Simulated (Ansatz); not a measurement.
# BAs: equation of state with RPBE+D4

**Experimental background.**

“Basic Physical Properties of Cubic Boron Arsenide”, 2019, arxiv:1911.11281 quotes, for a bulk crystal of BAs: bulk modulus 148 GPa.

Crystal: BAs.

```
As B
1.0
     0.00000    2.38850    2.38850
     2.38850    0.00000    2.38850
     2.38850    2.38850    0.00000
As B
1 1
Direct
  0.75000 0.75000 0.75000
  0.00000 0.00000 0.00000
```

```json
{
 "Program": "Ansatz 0.2.0",
 "Task": "equation of state",
 "Functional": "RPBE",
 "Dispersion": "D4",
 "Potentials or basis": "Ansatz PAW",
 "Cutoff": "420 eV",
 "Density cutoff": "1680 eV",
 "k mesh": "10 × 10 × 10",
 "Occupations": "fermi-dirac, width 0.05 eV",
 "Spin": "no spin polarisation"
}
```

| Quantity | Value |
| --- | --- |
| Equilibrium volume | 13.16 Å³/atom |
| Bulk modulus | 146 GPa |
| Pressure derivative of the bulk modulus | 4.5 |

Energy against volume, from the lowest point:
```tsv
volume (Å³/atom)	energy (meV/atom)
12.809	4.24
13.081	0.00
13.354	1.08
13.626	6.88
13.899	16.93
14.171	30.77
14.444	47.98
```

All runs of the series together: 6.4 s on 2 threads of AMD EPYC 7B13 (Zen 3), on a shared host.

Against the measured bulk modulus of BAs, 148 GPa (quoted in “Basic Physical Properties of Cubic Boron Arsenide”, 2019, arxiv:1911.11281), the calculated 146 GPa is off by -1.5 %. The fit is for a static lattice scaled at fixed shape and fixed fractional positions.

Caveat: the potentials were made for another functional, which shifts forces and pressure.
